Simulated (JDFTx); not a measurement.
A run of JDFTx 1.7.0 (patched build) is set up as follows.

InAs.in

```
include InAs.lattice
coords-type Lattice
include InAs.ionpos

ion-species pseudo/In.upf
ion-species pseudo/As.upf
elec-cutoff 40 320
elec-ex-corr mgga-x-r2scan mgga-c-r2scan
kpoint-folding 6 6 6
elec-smearing Fermi 0.0018374661
elec-n-bands 15
electronic-SCF nIterations 100 energyDiffThreshold 1e-09
electronic-minimize nIterations 30 energyDiffThreshold 1e-7
converge-empty-states yes
forces-output-coords Cartesian

dump-name run.$VAR
dump End Ecomponents EigStats BandEigs Kpoints Forces Stress ElecDensity KEdensity
```

Contents of InAs.lattice:

```
lattice \
    0.0000000000     5.7031934441     5.7031934441 \
    5.7031934441     0.0000000000     5.7031934441 \
    5.7031934441     5.7031934441     0.0000000000
```

The input InAs.ionpos:

```
ion In     0.0000000000     0.0000000000     0.0000000000 1
ion As     0.7500000000     0.7500000000     0.7500000000 1
```

Potentials or basis: SG15-PBE-1.2.

Run with:

```console
$ jdftx -c 1 -i InAs.in -o InAs.out
```

Q: Predict the pressure.

A: 1.8 GPa.

Q: Predict the band gap on the k mesh.

A: None (metal or under the smearing width).

Caveat: the potentials were made for another functional, which shifts forces and pressure; this crystal is a semiconductor, whose small gap the functional closes, so the metal is an error of the method.

**Experimental background.**

From a printed reference work, data compilation, for a bulk crystal of InAs at 4.2 K: band gap 0.418 eV (direct).

A measured gap of InAs is 0.418 eV (direct; 4.2 K; a printed reference work, data compilation); the calculated 0.00 eV misses it by -0.42 eV. Spin-orbit coupling on As, In is left out. The value is that of r2SCAN on a finite k mesh, which can miss the band edges, without temperature or zero-point motion.
